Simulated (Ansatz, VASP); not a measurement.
**Ta in VASP and in Ansatz**

Contents of INCAR:

```
SYSTEM = Ta
ALGO = Normal ; EDIFF = 1E-6
ENCUT = 520 ; GGA = PE
ISIF = 2 ; ISMEAR = -1
LASPH = .True. ; LCHARG = .False.
LREAL = .False. ; LWAVE = .False.
NBANDS = 12 ; NELM = 80
PREC = Accurate ; SIGMA = 0.15
```

File KPOINTS:

```
k-points
0
Gamma
  10 10 10
  0 0 0
```

File POSCAR:

```
Ta
1.0
   -1.7148523321      1.7148523321      1.7148523321
    1.7148523321     -1.7148523321      1.7148523321
    1.7148523321      1.7148523321     -1.7148523321
Ta
1
Direct
    0.0000000000      0.0000000000      0.0000000000
```

Input for Ansatz:

```yaml
crystal:
  lattice:
    - [-1.7148523321009383, 1.7148523321009383, 1.7148523321009383]
    - [1.7148523321009383, -1.7148523321009383, 1.7148523321009383]
    - [1.7148523321009383, 1.7148523321009383, -1.7148523321009383]
  atoms:
    - { symbol: Ta, position: [0.0, 0.0, 0.0] }
basis:
  ecutwfc: 500.0
kpoints:
  mp_grid:
    grid: [10, 10, 10]
hamiltonian:
  xc: pbe
scf:
  occupations:
    method: fermi_dirac
    width: 0.15
output:
  stress: true
```

Alike in both runs: task single point; functional PBE; k mesh 10 × 10 × 10; occupations fermi-dirac, width 0.15 eV; no spin polarisation.

|  | VASP | Ansatz |
| --- | --- | --- |
| version | VASP 6.6.1 | Ansatz 0.2.0 |
| potentials or method | VASP PAW PBE potentials, release 64 (Ta_pv) | plane waves, PAW |
| plane-wave cutoff (eV) | 520 | 500 |
| valence electrons in the cell | 11 | 13 |

```tsv
	VASP	Ansatz	Ansatz less VASP
pressure (GPa)	-15.4	-15.4	0.00
```

The functional is the same, so the differences come from potentials, cutoffs and numerics. The two sets of potentials don't hold the same shells in valence.

Caveats: so large a pressure means that the cell lies far from this level's equilibrium, or that cutoff or potentials fall short (VASP). The runs have no spin-orbit coupling, so splittings on Ta are missing.
